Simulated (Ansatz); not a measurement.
## TiAl$_{3}$: moving Al off its site

TiAl$_{3}$, I4/mmm, a = 3.824 Å, c = 8.564 Å. Ansatz: r2SCAN, PAW, 500 eV, Γ-centred 18×18×18 mesh on 4 atoms, Gaussian smearing 0.15 eV; no spin polarisation.

```yaml
crystal:
  lattice:
    - [-1.91200, 1.91200, 4.28192]
    - [1.91200, -1.91200, 4.28192]
    - [1.91200, 1.91200, -4.28192]
  atoms:
    - { symbol: Ti, position: [0.00000, 0.00000, 0.00000] }
    - { symbol: Al, position: [0.50000, 0.50000, 0.00000] }
    - { symbol: Al, position: [0.75000, 0.25000, 0.50000] }
    - { symbol: Al, position: [0.25000, 0.75000, 0.50000] }
```

Atom 2 (Al) moves by x along the unit vector (0.000, 0.000, 1.000), with its periodic images; all else is held. y is the free energy of the cell over the start, F the force along the path summed over the moved atoms. Symmetry makes y even in x.

```tsv
x (Å)	y (meV)	F (eV/Å)
-0.1000	?	?
-0.0500	5.27	0.21
0.0000	0.00	0.00
0.0250	1.32	-0.11
0.0750	11.87	-0.32
0.0875	16.18	-0.37
```

Problem. Fit y = c2 x² + c4 x⁴ to the energies of the other rows, give the force constant, and predict energy and force of the missing row.

Solution. Least squares on the rows shown. y = 2104.6 x² + 1111.8 x⁴. The force constant is 2 c2 = 4.21 eV/Å² (for all images moving together, not for a lone atom). The force −dy/dx at the missing row is 0.43 eV/Å (computed 0.43). At x = -0.1000 the fit asked for gives 21.16 meV. The run gave 21.16 meV, the same to the digits shown.

Cost: 6 runs of about 9 core-minutes in all, on Intel Xeon Processor @ 2.70GHz (shared hosts).

The Al atom sits in a stable, almost perfectly harmonic well along c. The force constant of 4.21 eV/Å² carries nearly all of the energy, and the quartic term is a slight stiffening even at the largest displacement. The match at the missing row therefore mainly confirms the quadratic term and is only a weak test of the quartic one.

The geometry suggests where the stiffness comes from. This Al shares its basal plane with its nearest Ti neighbours, so motion along c is perpendicular to those Ti–Al contacts and changes their length only to second order. The Al–Al contacts to the layers above and below change to first order, one set compressed and the other stretched. They probably supply much of the restoring force, with the conduction electrons screening the ionic displacement. The directional Ti d–Al p bonding in the plane would be tested more directly by an in-plane displacement.

The curvature is not yet a phonon frequency, because in a true zone-centre mode the Ti and the remaining Al atoms move too.
